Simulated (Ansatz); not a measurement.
# InSe: the cost of one run

Method: DFT PBEsol, scalar-relativistic, plane waves, PAW, in Ansatz 0.2.0.

A COD entry behind a cell of this session may itself be a prediction, so a difference from it is no test against experiment.

1 further run of the same task is left out (set aside as unsound or not needed).

## 1. The starting structure

Symmetry: R3m, No. 160, trigonal system. The conventional cell has a = 4.000 Å, b = 4.000 Å, c = 24.950 Å, α = 90.00°, β = 90.00°, γ = 120.00°. Around In (site symmetry 3m) lie 3 Se at 2.64 Å and 1 In at 2.80 Å. Se (site symmetry 3m) has 3 In at 2.64 Å as nearest neighbours.

As a file:

```cif
data_structure
_symmetry_space_group_name_H-M 'P 1'
_symmetry_Int_Tables_number 1
_cell_length_a 8.6314
_cell_length_b 8.6314
_cell_length_c 8.6314
_cell_angle_alpha 26.796
_cell_angle_beta 26.796
_cell_angle_gamma 26.796
_cell_volume 115.24
loop_
_atom_site_label
_atom_site_type_symbol
_atom_site_fract_x
_atom_site_fract_y
_atom_site_fract_z
_atom_site_occupancy
In1 In 0.00000 0.00000 0.00000 1
In2 In 0.11220 0.11220 0.11220 1
Se1 Se 0.61550 0.61550 0.61550 1
Se2 Se 0.83000 0.83000 0.83000 1
```

Source of the structure: the Crystallography Open Database.

(A quick probe on a coarse mesh, which set the mesh and smearing, is not shown.)

## 3. Full relaxation

File input.yaml:

```yaml
crystal:
  lattice:
    - [1.9999996503, 1.1547003365, 8.31667]
    - [-1.9999996503, 1.1547003365, 8.31667]
    - [0.0, -2.309400673, 8.31667]
  atoms:
    - { symbol: In, position: [0.0, 0.0, 0.0] }
    - { symbol: In, position: [0.1122, 0.1122, 0.1122] }
    - { symbol: Se, position: [0.6155, 0.6155, 0.6155] }
    - { symbol: Se, position: [0.83, 0.83, 0.83] }
basis:
  ecutwfc: 420
kpoints:
  mp_grid: { grid: [12, 12, 12] }
hamiltonian:
  xc: pbesol
  pseudopotentials: { kind: paw, azcp: { folder: soft_1 } }
scf:
  occupations: { method: gaussian, width: 0.01 }
output:
  forces: true
  stress: true
  eigenvalues: true
  write_density: true
  write_potential: true
  elf: true
  volumetric_format: npy
relax:
  adjacent_minimum: "off"
  f_tol: 0.005
  max_steps: 80
  cell: { stress_tol: 0.05 }
```

On the command line:

```
> ansatz run input.yaml --threads 1 --pin off --max-ram 2048MiB --backend cpu --events-out ev --progress --plain --runs-dir out
```

What time and memory should one allow on 1 thread of Intel Xeon 6975P-C (Granite Rapids), shared host?

About 5 min, with a peak of 0.85 GiB.
